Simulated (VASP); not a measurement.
HgSe, 2 atoms in the cell. It takes space group F-43m (No. 216, cubic). The conventional cell has a = 6.146 Å, b = 6.146 Å, c = 6.146 Å, α = 90.00°, β = 90.00°, γ = 90.00°. Hg (site symmetry -43m) is surrounded by 4 Se at 2.66 Å. Se (site symmetry -43m) has 4 Hg at 2.66 Å as nearest neighbours. 

```yaml
Program: VASP 6.6.1
Task: band structure
Functional: HSE06
Potentials_or_basis: VASP PAW PBE potentials, release 64 (Hg, Se)
Cutoff: 520 eV
k_mesh: 6 × 6 × 6
Occupations: gaussian, width 0.03 eV
Spin: no spin polarisation
Grid_for_exact_exchange_PRECFOCK: Fast
Screening_parameter: 0.2 1/A
Further_INCAR_settings: ALGO = Normal; EDIFF = 1e-07
```

Potentials or basis: VASP PAW PBE potentials, release 64 (Hg, Se).

Launch:

```console
$ cat potpaw_PBE.64/Hg/POTCAR potpaw_PBE.64/Se/POTCAR > POTCAR
$ cp INCAR.step1 INCAR
$ mpirun -np 8 vasp_std > vasp.out
$ cp INCAR.step2 INCAR
$ mpirun -np 8 vasp_std > vasp.out
```

Hardware: 8 MPI ranks on Intel(R) Xeon(R) Platinum 8488C (Sapphire Rapids), with other jobs on the host.

Problem. Estimate the wall time of this run.

Solution. Wall time 5.7 min on 8 MPI ranks on Intel(R) Xeon(R) Platinum 8488C (Sapphire Rapids) (shared host), peak memory 0.33 GiB a rank. Counts: scf iterations 22, k points 16.
